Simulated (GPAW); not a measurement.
Runs of GPAW 26.7.0 on GaAs. It takes space group F-43m (No. 216, cubic). Conventional cell: a = 5.654 Å, b = 5.654 Å, c = 5.654 Å, α = 90.00°, β = 90.00°, γ = 90.00°. As (site symmetry -43m) is surrounded by 4 Ga at 2.45 Å. Ga (site symmetry -43m) has 4 As at 2.45 Å as nearest neighbours. 

| task | level | potentials or basis | spin | k mesh | cutoff (eV) | maxiter | band path | band points | spin axis theta (degrees) | spin axis phi (degrees) | other keys | gap on the mesh (eV) | pressure (GPa) |
| --- | --- | --- | --- | --- | --- | --- | --- | --- | --- | --- | --- | --- | --- |
| band structure | SCAN | GPAW PAW data sets (gpaw-data 1.2.1), pw | SOC, no magnetisation | 8 × 8 × 8 | 600 | 150 | GXWKGLUWLK,UX | 80 | 90 | 0 | - | 0.74 | (b) |
| single point | PBE | GPAW PAW data sets (gpaw-data 1.2.1), pw | off | 13 × 13 × 13 | 600 | 80 | - | - | - | - | several, not listed | 0.59 | 4.4 |
| single point | PBE | GPAW PAW data sets (gpaw-data 1.2.1), pw | off | 8 × 8 × 8 | 500 | 100 | - | - | - | - | several, not listed | 0.59 | 4.3 |
| band structure | OLYP | PAW data sets generated in the run's folder for this functional, pw | SOC, no magnetisation | 8 × 8 × 8 | 600 | 150 | GXWKGLUWLK,UX | 80 | 90 | 45 | - | 0.75 | (a) |
| band structure | PBE | PAW data sets generated in the run's folder for this functional, pw | off | 8 × 8 × 8 | 600 | 150 | GXWKGLUWLK,UX | 60 | - | - | - | 0.59 | 4.3 |

Alike in all rows: cell as given; smearing fermi-dirac 0.05 eV.

Q: Estimate the missing entries.

A: (a) 5.4; (b) 0.8.

Caveats: spin-orbit coupling was added after a scalar SCF, so levels and gaps hold it while energy, forces, pressure and moments don't (some runs); this program's spin-orbit splittings come out too wide for heavy elements (some runs); the PAW data sets were made with another functional, which shifts forces and pressure a little (some runs); an odd mesh through Γ misses points on the zone boundary, where band edges often lie (some runs); the cutoff is short for stress and forces, so pressures can be off by a GPa or more (some runs).

A k mesh can miss the band edges, and rows without SOC leave out spin-orbit coupling on As, Ga.
